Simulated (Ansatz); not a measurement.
## Step by step: Cd, relaxation of cell and atoms

These are results of DFT, PBE, PAW with Ansatz's default frozen-core files, scalar-relativistic in Ansatz 0.2.0, not measurements.

Command: `ansatz run input.yaml --threads 1 --pin off --max-ram 2048MiB --backend cpu --events-out ev --progress --plain --runs-dir out` The run took 14 s on 1 thread of Arm Neoverse V1, on a shared host.

```yaml
crystal:
  lattice:
    - [0.0, 3.2195088072, 3.2195088072]
    - [3.2195088072, 0.0, 3.2195088072]
    - [3.2195088072, 3.2195088072, 0.0]
  atoms:
    - { symbol: Cd, position: [0.0, 0.0, 0.0] }
    - { symbol: Cd, position: [0.25, 0.25, 0.25] }
kpoints:
  mp_grid: { grid: [9, 9, 9] }
scf:
  occupations: { method: fermi_dirac, width: 0.08 }
hamiltonian:
  xc: pbe
  pseudopotentials: { kind: paw }
output:
  forces: true
  stress: true
relax:
  f_tol: 0.005
  max_steps: 80
  cell: {}
```

The cell is built from the diamond type as a first guess.

The cutoff is 420 eV; energies and pressures of the walk include the program's estimate of the Pulay term.

Each frame lists the cell vectors (Å), then Cartesian positions (Å); symmetry keeps all forces zero. Free energies count from the first step, -16508.2107 eV.

The walk took 5 evaluations in all; steps that aren't listed are left out.

Step 1: E = 0.0 meV, P = 2.26 GPa

```
cell 0.0000 3.2195 3.2195 3.2195 0.0000 3.2195 3.2195 3.2195 0.0000
Cd    0.0000    0.0000    0.0000
Cd    1.6098    1.6098    1.6098
```

Step 2:

```
cell 0.0000 3.3050 3.3050 3.3050 0.0000 3.3050 3.3050 3.3050 0.0000
Cd    0.0000    0.0000    0.0000
Cd    1.6525    1.6525    1.6525
```

Step 3: E = -45.1 meV, P = 0.14 GPa

```
cell 0.0000 3.3302 3.3302 3.3302 0.0000 3.3302 3.3302 3.3302 0.0000
Cd    0.0000    0.0000    0.0000
Cd    1.6651    1.6651    1.6651
```

Give the energy, pressure of step 2.

E = -42.3 meV, P = 0.49 GPa
```
Cd    0.0000    0.0000    0.0000
Cd    1.6525    1.6525    1.6525
```

How does the relaxation end?

It converges, with a = 6.680 Å, b = 6.680 Å, c = 6.680 Å, α = 90.00°, β = 90.00°, γ = 90.00° (conventional cell, space group Fd-3m). The last solve (on a basis chosen afresh for the final cell, so its energy is not quite comparable) gives E = -46.7 meV, P = -0.01 GPa:
```
cell 0.0000 3.3400 3.3400 3.3400 0.0000 3.3400 3.3400 3.3400 0.0000
Cd    0.0000    0.0000    0.0000
Cd    1.6700    1.6700    1.6700
```
